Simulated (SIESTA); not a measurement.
Crystal: WC.

```
W C
1.0
     0.00000    2.19268    2.19268
     2.19268    0.00000    2.19268
     2.19268    2.19268    0.00000
W C
1 1
Direct
  0.00000 0.00000 0.00000
  0.50000 0.50000 0.50000
```

Measurements of this composition are mostly on another form, of space group No. 187.

Base run:

* Program: SIESTA 5.4.2
* Functional: PBEsol
* Potentials or basis: PseudoDojo 0.4 standard (PBEsol files)
* Basis: DZP (energy shift 0.003 Ry; two zetas on semicore shells)
* Grid cutoff: 800 Ry
* Energy shift: 0.003 Ry
* k mesh: 10 × 10 × 10
* Occupations: fermi-dirac, width 0.05 eV
* Spin: no spin polarisation

Its results: band gap on the k mesh none (metal or under the smearing width); pressure -0.5 GPa.

Question: The run is repeated on the same cell with these changes: functional from PBEsol to BLYP; potentials or basis from PseudoDojo 0.4 standard (PBEsol files) to PseudoDojo 0.4 standard (PBE files). What comes out?

Answer: Band gap on the k mesh none (metal or under the smearing width); pressure 21.1 GPa.

Caveats: short orbitals over semicore shells can move pressures by several GPa; the basis of atomic orbitals isn't converged, which shifts pressures, moduli and gaps; the potentials were made for another functional, which shifts forces and pressure (some runs).

Not every run made on this cell is shown here.
